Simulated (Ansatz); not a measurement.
The system is MgSi.

```xyz
2
Lattice="2.9084 0.0000 0.0000 0.0000 2.9084 0.0000 0.0000 0.0000 4.1034" Properties=species:S:1:pos:R:3 pbc="T T T"
Si    1.4542    1.4542    2.0517
Mg    0.0000    0.0000    0.0000
```

The cell comes from a database or a generator and needn't be the stable form of this composition.

```yaml
Program: Ansatz 0.2.0
Task: relaxation of cell and atoms
Functional: PBEsol0
Potentials_or_basis: Ansatz PAW
Cutoff: "420 eV (not typed: the program's choice for these potentials)"
k_mesh: 5 × 5 × 4
Occupations: fermi-dirac, width 0.05 eV
Spin: no spin polarisation
```

At the start: volume 17.35 Å³/atom.

Task: How do energy, volume and symmetry change on relaxing?

Result: It ends after 6 steps and the volume is 16.86 Å³/atom (-2.9 %); space group P4/mmm (No. 123, to 0.05 Å).

Step by step:
```tsv
step	energy change (eV)	largest force (eV/Å)	volume (Å³)
1	0.0000	0.0000	34.71
2	-0.0357	0.0000	33.59
3	-0.0360	0.0000	33.71
4	-0.0360	0.0000	33.70
5	-0.0360	0.0000	33.71
6	-0.0359	0.0000	33.71
```

Final structure:
```xyz
2
Lattice="2.8208 0.0000 0.0000 0.0000 2.8208 0.0000 0.0000 0.0000 4.2370" Properties=species:S:1:pos:R:3 pbc="T T T"
Si    1.4104    1.4104    2.1185
Mg    0.0000    0.0000    0.0000
```

Caveat: the k mesh is coarse (spacing up to 0.43 Å⁻¹), so the values aren't converged, least of all with exact exchange; the plane-wave basis is chosen anew once the cell has moved, so the energies of steps on either side of that aren't comparable; the PAW data sets come from PBE, with cores solved anew for the run's functional, which leaves a small shift of forces and pressure.
